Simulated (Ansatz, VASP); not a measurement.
## One calculation of Bi, two programs

```
CELL_PARAMETERS angstrom
-2.00750 2.00750 2.00750
2.00750 -2.00750 2.00750
2.00750 2.00750 -2.00750
ATOMIC_POSITIONS crystal
Bi 0.00000 0.00000 0.00000
```

Change from the starting cell: volume scaled by 1.04.

Alike in both runs: task single point; functional PBE; k mesh 9 × 9 × 9; occupations fermi-dirac, width 0.05 eV; no spin polarisation.

|  | VASP | Ansatz |
| --- | --- | --- |
| version | VASP 6.6.1 | Ansatz 0.2.0 |
| potentials or method | VASP PAW PBE potentials, release 64 (Bi_d), cutoff 520 eV | all-electron LAPW, scalar-relativistic |

```csv
,VASP,Ansatz,Ansatz less VASP
gap on the k mesh at the Fermi level (eV),none,none,-
pressure (GPa),-1.2,-1.2,+0.06
```

A gap of «none» marks a metal or a gap that the smearing closes. Ansatz ran all-electron here, so the differences hold the error of VASP's frozen core and of both bases.

Caveats: spin-orbit coupling is left out, which moves the levels of the heavy elements.
